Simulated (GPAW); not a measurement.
# GaN (P6_3mc) in GPAW: settings compared, part 2 of 2

GPAW 26.7.0.

### 5 Band structure, revTPSS, spin-orbit coupling, no magnetisation

run.py

```python
import numpy as np
from ase.dft.bandgap import bandgap
from ase.io import read, write
from ase.units import GPa
from gpaw import GPAW, PW
from gpaw.spinorbit import soc_eigenstates

atoms = read('GaN.cif')

calc = GPAW(mode=PW(800),
            xc='MGGA_X_REVTPSS+MGGA_C_REVTPSS',
            kpts={'size': (7, 7, 4), 'gamma': True},
            occupations={'name': 'fermi-dirac', 'width': 0.05},
            nbands=18,
            convergence={'density': 1e-05, 'energy': 1e-05},
            eigensolver='davidson',
            maxiter=150,
            txt='gpaw.txt')
atoms.calc = calc
energy = atoms.get_potential_energy()
forces = atoms.get_forces()
stress = atoms.get_stress()
calc.write('gs.gpw')
write('result.traj', atoms)
print(f'Energy: {energy:.6f} eV')
print('Forces (eV/A):')
print(forces.round(4))
print('Stress (GPa):', (stress / GPa).round(3))
print('Fermi level:', round(calc.get_fermi_level(), 4), 'eV')
print(f'Gap: {bandgap(calc)[0]:.4f} eV, direct: {bandgap(calc, direct=True)[0]:.4f} eV')

path = atoms.cell.bandpath('GMKGALHA,LM,KH', npoints=100, eps=1e-4)
bs_calc = calc.fixed_density(kpts=path, symmetry='off', nbands=29,
                             convergence={'bands': 'CBM+6.0', 'eigenstates': 1e-6}, txt='bands.txt')
bs = bs_calc.band_structure()
bs.write('bs.json')
print(f'Gap on the path: {bandgap(bs_calc)[0]:.4f} eV')

soc = soc_eigenstates(bs_calc, theta=90, phi=45, ignore_xc_potential=True)
np.savetxt('soc_bands.dat', soc.eigenvalues(), fmt='%.4f')
mesh = soc_eigenstates('gs.gpw', theta=90, phi=45, ignore_xc_potential=True)
np.savetxt('soc_mesh.dat', mesh.eigenvalues(), fmt='%.4f')
print('Fermi level with spin-orbit coupling:', round(mesh.fermi_level, 4), 'eV')
```

GaN.cif

```cif
data_GaN
_cell_length_a 3.18000000
_cell_length_b 3.18000000
_cell_length_c 5.16600000
_cell_angle_alpha 90.00000000
_cell_angle_beta 90.00000000
_cell_angle_gamma 120.00000000
_space_group_name_H-M_alt 'P6_3mc'
_space_group_name_Hall 'P 6c -2c'
_space_group_IT_number 186
loop_
_space_group_symop_operation_xyz
'x,y,z'
'x-y,x,z+1/2'
'-y,x-y,z'
'-x,-y,z+1/2'
'-x+y,-x,z'
'y,-x+y,z+1/2'
'y,x,z+1/2'
'x,x-y,z'
'x-y,-y,z+1/2'
'-y,-x,z'
'-x,-x+y,z+1/2'
'-x+y,y,z'
loop_
_atom_site_label
_atom_site_type_symbol
_atom_site_symmetry_multiplicity
_atom_site_Wyckoff_symbol
_atom_site_fract_x
_atom_site_fract_y
_atom_site_fract_z
_atom_site_occupancy
Ga1 Ga 2 b 0.6666666667 0.3333333333 0.5000000000 1
N1 N 2 b 0.6666666667 0.3333333333 0.8750000000 1
```

Potentials or basis: GPAW PAW data sets (gpaw-data 1.2.1), pw.

Command:

```console
$ OMP_NUM_THREADS=1 python run.py
```

gpaw.txt:

```text
__  _  _
 | _ |_)|_||  |
 |__||  | ||/\| - 26.7.0

Input parameters:
  mode=PW(ecut=800.0),
  convergence={'density': 1e-05, 'energy': 1e-05},
  eigensolver=Davidson(niter=2),
  kpts=MonkhorstPack(size=(7, 7, 4), gamma=True),
  maxiter=150,
  nbands=18,
  occupations=Occupations(name='fermi-dirac', width=0.05),
  xc=XC(name='MGGA_X_REVTPSS+MGGA_C_REVTPSS')

Diagonalizing LCAO Hamiltonian
Converting LCAO to pw mode

           N

           Ga
        N

        Ga

Atoms  # Å, Bohr magnetons
|   | symbol |        x |        y |        z |    initial magnetic moments |
|---|--------|----------|----------|----------|-----------------------------|
| 0 |     Ga | 1.590000 | 0.917987 | 2.583000 | ( 0.0000,  0.0000,  0.0000) |
| 1 |     Ga | 0.000000 | 1.835974 | 0.000000 | ( 0.0000,  0.0000,  0.0000) |
| 2 |      N | 1.590000 | 0.917987 | 4.520250 | ( 0.0000,  0.0000,  0.0000) |
| 3 |      N | 0.000000 | 1.835974 | 1.937250 | ( 0.0000,  0.0000,  0.0000) |

Unit cell  # Å
| periodic |         x |        y |        z |  lengths |     angles |
|----------|-----------|----------|----------|----------|------------|
|      yes |  3.180000 | 0.000000 | 0.000000 | 3.180000 |  90.000000 |
|      yes | -1.590000 | 2.753961 | 0.000000 | 3.180000 |  90.000000 |
|      yes |  0.000000 | 0.000000 | 5.166000 | 5.166000 | 120.000000 |

Number of symmetries: 6
Symmetry operations  # r_c * U_cc + t_c -> r_c
|   | kind |            matrix            |
|---|------|------------------------------|
| 0 |  σ   |  1, 1, 0,  0,-1, 0,  0, 0, 1 |
| 1 |  E   |  1, 0, 0,  0, 1, 0,  0, 0, 1 |
| 2 |  C3  |  0, 1, 0, -1,-1, 0,  0, 0, 1 |
| 3 |  σ   |  0,-1, 0, -1, 0, 0,  0, 0, 1 |
| 4 |  σ   | -1, 0, 0,  1, 1, 0,  0, 0, 1 |
| 5 |  C3  | -1,-1, 0,  1, 0, 0,  0, 0, 1 |

BZ-sampling:
  Number of BZ points: 196
  Number of IBZ points: 28

  Monkhorst-Pack size: [7, 7, 4]
  Monkhorst-Pack shift: [0.0, 0.0, 0.125]

K-points  # in reciprocal-cell coordinates
|     |                                coordinates |     weight |
|-----|--------------------------------------------|------------|
|   0 | (  0.00000000,   0.00000000,   0.00000000) | 0.00510204 |
|   1 | (  0.00000000,   0.00000000,   0.25000000) | 0.01020408 |
|   2 | (  0.00000000,   0.00000000,   0.50000000) | 0.00510204 |
|   3 | (  0.14285714,   0.00000000,  -0.25000000) | 0.03061224 |
|   4 | (  0.14285714,   0.00000000,   0.00000000) | 0.03061224 |
|   5 | (  0.14285714,   0.00000000,   0.25000000) | 0.03061224 |
|   6 | (  0.14285714,   0.00000000,   0.50000000) | 0.03061224 |
|   7 | (  0.28571429,  -0.14285714,   0.00000000) | 0.03061224 |
|   8 | (  0.28571429,  -0.14285714,   0.25000000) | 0.06122449 |
|   9 | (  0.28571429,  -0.14285714,   0.50000000) | 0.03061224 |
| ... |                                            |            |
|  27 | (  0.42857143,   0.42857143,   0.50000000) | 0.03061224 |

Plane wave coefficients: 2352
Cutoff: 800.0 eV

Spin-components: 1 (collinear spins)
Bands:           18
Projectors:      20
Spin-degeneracy: 2
Datatype:        complex128

Parallelization:
  kpt:    1
  domain: 1
  band:   1

Density:
  Valence electrons: 16.0
  Components: 1
  Grid points: [21 21 35]
  Charge: 0.0  # |e|

Potential:
  Grid points: [21 21 35]

species:
  Ga:
    name:    Gallium
    Z:       31.0
    valence: 3
    core:    28
    charge:  0.0  # [|e|]
    compensation charges:
      type: gauss
      rc: 0.37  # [Å]
      lmax: 2
    cutoffs:
      filter: 2.06  # [Å]
      core: 4.17  # [Å]
    projectors
    | kind |    occ | energy [eV] | rcut [Å] |
    |------|--------|-------------|----------|
    |   4s |  2.000 |      -8.945 |    1.164 |
    |   4p |  1.000 |      -2.580 |    1.164 |
    |    s |        |      18.266 |    1.164 |
    |    p |        |      24.631 |    1.164 |
    |    d |        |       0.000 |    1.164 |

    Using partial waves for Ga as LCAO basis

  N:
    name:    Nitrogen
    Z:       7.0
    valence: 5
    core:    2
    charge:  0.0  # [|e|]
    compensation charges:
      type: gauss
      rc: 0.18  # [Å]
      lmax: 2
    cutoffs:
      filter: 1.11  # [Å]
      core: 0.96  # [Å]
    projectors
    | kind |    occ | energy [eV] | rcut [Å] |
    |------|--------|-------------|----------|
    |   2s |  2.000 |     -18.583 |    0.603 |
    |   2p |  3.000 |      -7.089 |    0.529 |
    |    s |        |       8.629 |    0.603 |
    |    p |        |      20.123 |    0.529 |
    |    d |        |       0.000 |    0.577 |

    Using partial waves for N as LCAO basis

Reference energy: -108732.786066  # eV

eigensolver:
  Davidson
  Converge bands: occupied
  niter=2

density mixing:
  MSR1-Mixer
  Pratt-step length: 0.05
  Maximum mixing coefficient: 0.75
  Old densities: 10
  SVD Regularization: 0.005
  Good broyden scale: 1.0
  Trust region scale: 1.0
  Backstep threshold: 4.0
  History deletion threshold: 6.0
  Fourier metric: weight=20.0, sigma=0.015

occupation numbers:
  Fermi-Dirac:
    width: 0.0500  # eV

poisson solver:
  ecut: 6400.0  # eV

xc functional:
  name: MGGA_X_REVTPSS+MGGA_C_REVTPSS with 2 nearest neighbor stencil

convergence criteria:
- Maximum integral of absolute [dens]ity change: 1e-05 electrons / valence electron
- Maximum [total energy] change in last 3 cyles: 1e-05 eV / valence electron
- Maximum integral of absolute [eigenst]ate change: 4e-08 eV^2 / valence electron
maximum number of iterations: 150

SCF iterations
|iter     | |      energy | eigst |  dens |
|---------|-|-------------|-------|-------|
|iter:   1| |  127.018922 | +1.92 |       |
|iter:   2| |   -7.054990 | +1.50 | -0.48 |
|iter:   3| |  -17.982549 | +0.30 | -0.62 |
|iter:   4| |  -16.193109 | -1.58 | -0.54 |
|iter:   5| |  -13.981314 | -0.87 | -0.62 |
|iter:   6| |  -14.138467 | -0.61 | -0.90 |
|iter:   7| |  -16.745932 | -0.68 | -1.09 |
|iter:   8| |  -20.942880 | -0.77 | -0.68 |
|iter:   9| |  -19.633781 | -2.50 | -0.47 |
|iter:  10| |  -13.718836 | +0.54 | -0.47 |
|iter:  11| |  -13.781656 | -1.19 | -0.85 |
|iter:  12| |  -13.797505 | -2.84 | -1.66 |
|iter:  13| |  -13.801846 | -3.42 | -2.16 |
|iter:  14| |  -13.802236 | -4.32 | -2.83 |
|iter:  15| |  -13.802243 | -5.65 | -3.58 |
|iter:  16| |  -13.802245c| -6.59 | -3.82 |
|iter:  17| |  -13.802245c| -7.82c| -4.55 |
|iter:  18| |  -13.802245c| -8.83c| -5.20c|

Converged in 18 steps
Energy contributions relative to reference atoms: (reference = -108732.786066)

Energy contributions:
  Kinetic:          63.547824
  Coulomb:         -55.410695
  Zero:              0.277121
  External:          0.000000
  Xc:              -22.216494
  Entropy:          -0.000000
  Spinorbit:         0.000000
  ----------------------------
  Free energy:     -13.802245
  Extrapolated:    -13.802245

dipole moment: (-0.000027, -0.000037, -11.561277)  # |e|*Ang

Fermi level: 7.463
Eigenvalues  # (at kpt = [0.000, 0.000, 0.000])
| band index |      eig [eV] | occ [0-2] |
|------------|---------------|-----------|
|          0 |        -9.976 |     2.000 |
|          1 |        -7.624 |     2.000 |
|          2 |        -0.738 |     2.000 |
|          3 |         5.411 |     2.000 |
|          4 |         5.411 |     2.000 |
|          5 |         6.420 |     2.000 |
[... 8 lines left out ...]
|         14 |        18.549 |     0.000 |
|         15 |        18.549 |     0.000 |
|        ... |               |           |
|         17 |        21.859 |     0.000 |

Gap: 1.876 eV
Transition (v -> c):
  (s=0, k=0, n=7, [0.00, 0.00, 0.00]) -> (s=0, k=0, n=8, [0.00, 0.00, 0.00])
No difference between direct/indirect transitions

Forces  # eV/Ang
|        x |        y |        z |
|----------|----------|----------|
| -0.00000 | -0.00000 | -0.18174 |  # Ga   0
|  0.00000 |  0.00000 | -0.18236 |  # Ga   1
|  0.00000 |  0.00000 |  0.18286 |  # N    2
|  0.00000 | -0.00000 |  0.18024 |  # N    3

Stress tensor  # eV/Ang^3
|         x |         y |         z |
|-----------|-----------|-----------|
| -0.074214 |  0.000000 |  0.000000 |
|  0.000000 | -0.074214 | -0.000000 |
|  0.000000 | -0.000000 | -0.086425 |

# Writing to gs.gpw (mode='')
```

Run time: 2.3 min. Hardware: 1 thread of Intel Xeon 6975P-C (Granite Rapids), shared host; peak memory 0.44 GiB.

What came out:

```yaml
Free_energy: -13.8022 eV
Pressure: 12.5 GPa
Largest_force: 0.183 eV/Å
Band_gap_on_the_k_mesh: 1.87 eV, direct
Band_gap_along_the_path: 1.87 eV, direct
```

Forces on the atoms (eV/Å):
```
Ga   0.000  0.000 -0.182
Ga   0.000  0.000 -0.182
N    0.000  0.000  0.183
N    0.000  0.000  0.180
```

Stress tensor (GPa, compression positive):
```
11.89  0.00  0.00
 0.00 11.89  0.00
 0.00  0.00 13.85
```

Levels at the corners of the path, in eV from the valence-band top:
| point | band 13 | band 14 | band 15 | band 16 | band 17 | band 18 | band 19 | band 20 |
| --- | --- | --- | --- | --- | --- | --- | --- | --- |
| Γ | -0.01 | -0.01 | 0.00 | 0.00 | 1.87 | 1.87 | 4.39 | 4.39 |
| M | -2.36 | -2.36 | -0.99 | -0.99 | 5.05 | 5.05 | 5.67 | 5.67 |
| K | -3.11 | -3.10 | -2.81 | -2.81 | 4.95 | 4.95 | 8.14 | 8.14 |
| Γ | -0.01 | -0.01 | 0.00 | 0.00 | 1.87 | 1.87 | 4.39 | 4.39 |
| A | -0.54 | -0.54 | -0.54 | -0.54 | 4.33 | 4.33 | 4.33 | 4.33 |
| L | -1.95 | -1.95 | -1.95 | -1.95 | 4.37 | 4.37 | 4.37 | 4.37 |
| H | -1.50 | -1.50 | -1.49 | -1.49 | 6.60 | 6.60 | 6.62 | 6.62 |
| A | -0.54 | -0.54 | -0.54 | -0.54 | 4.33 | 4.33 | 4.33 | 4.33 |
| L | -1.95 | -1.95 | -1.95 | -1.95 | 4.37 | 4.37 | 4.37 | 4.37 |
| M | -2.36 | -2.36 | -0.99 | -0.99 | 5.05 | 5.05 | 5.67 | 5.67 |
| K | -3.11 | -3.10 | -2.81 | -2.81 | 4.95 | 4.95 | 8.14 | 8.14 |
| H | -1.50 | -1.50 | -1.49 | -1.49 | 6.60 | 6.60 | 6.62 | 6.62 |

Caveat: spin-orbit coupling was added after a scalar SCF, so levels and gaps hold it while energy, forces, pressure and moments don't; this program's spin-orbit splittings come out too wide for heavy elements; the PAW data sets were made with another functional, which shifts forces and pressure a little.

### 6 Overview

| level | potentials or basis | spin | cutoff (eV) | spin axis theta (degrees) | spin axis phi (degrees) | eigensolver | grid spacing | gap on the mesh (eV) | pressure (GPa) | largest force (eV/Å) |
| --- | --- | --- | --- | --- | --- | --- | --- | --- | --- | --- |
| PBE | GPAW PAW data sets (gpaw-data 1.2.1), lcao:dzp | off | - | - | - | - | 0.2 Å | 2.02 | - | 0.18 |
| MS2 | GPAW PAW data sets (gpaw-data 1.2.1), pw | SOC, no magnetisation | 800 | 0 | 0 | - | - | 2.08 | 9.9 | 0.21 |
| vdW-DF2 | GPAW PAW data sets (gpaw-data 1.2.1), pw | SOC, no magnetisation | 800 | 0 | 0 | - | - | 2.22 | - | 0.17 |
| revTPSS | GPAW PAW data sets (gpaw-data 1.2.1), pw | SOC, no magnetisation | 800 | 90 | 45 | davidson | - | 1.87 | 12.5 | 0.18 |

Alike in all rows: task band structure; cell as given; k mesh 7 × 7 × 4; smearing fermi-dirac 0.05 eV.

Caveats: spin-orbit coupling was added after a scalar SCF, so levels and gaps hold it while energy, forces, pressure and moments don't (some runs); this program's spin-orbit splittings come out too wide for heavy elements (some runs); the PAW data sets were made with another functional, which shifts forces and pressure a little (some runs); the real-space grid adds noise to forces (some runs); the basis of atomic orbitals isn't converged, which shifts pressures, moduli and gaps (some runs).

Total energies depend on the potentials used, so only differences within one code and one set of settings carry meaning.

### 7 How close it comes

Step 2. Against the measured gap of GaN, 3.503 eV (direct; quoted in “Studying electronic properties in GaN without electrical contacts using γ-γ vs e−-γ Perturbed Angular Correlations”, 2019, pmc:6823545), the calculated 2.02 eV is off by -1.48 eV. Spin-orbit coupling on Ga is left out. The value is that of PBE in an atomic basis (GPAW PAW data sets (gpaw-data 1.2.1), lcao:dzp), whose error adds to the functional's,, without temperature or zero-point motion. Semilocal functionals fall short of measured gaps as a rule.

Step 3. A measured gap of GaN is 3.503 eV (direct; quoted in “Studying electronic properties in GaN without electrical contacts using γ-γ vs e−-γ Perturbed Angular Correlations”, 2019, pmc:6823545); the calculated 2.08 eV misses it by -1.42 eV. The value is that of MS2, without temperature or zero-point motion.

Step 4. A measured gap of GaN is 3.503 eV (direct; quoted in “Studying electronic properties in GaN without electrical contacts using γ-γ vs e−-γ Perturbed Angular Correlations”, 2019, pmc:6823545); the calculated 2.22 eV misses it by -1.29 eV. The value is that of vdW-DF2, without temperature or zero-point motion.

Step 5. Against the measured gap of GaN, 3.503 eV (direct; quoted in “Studying electronic properties in GaN without electrical contacts using γ-γ vs e−-γ Perturbed Angular Correlations”, 2019, pmc:6823545), the calculated 1.87 eV is off by -1.63 eV. The value is that of revTPSS, without temperature or zero-point motion.
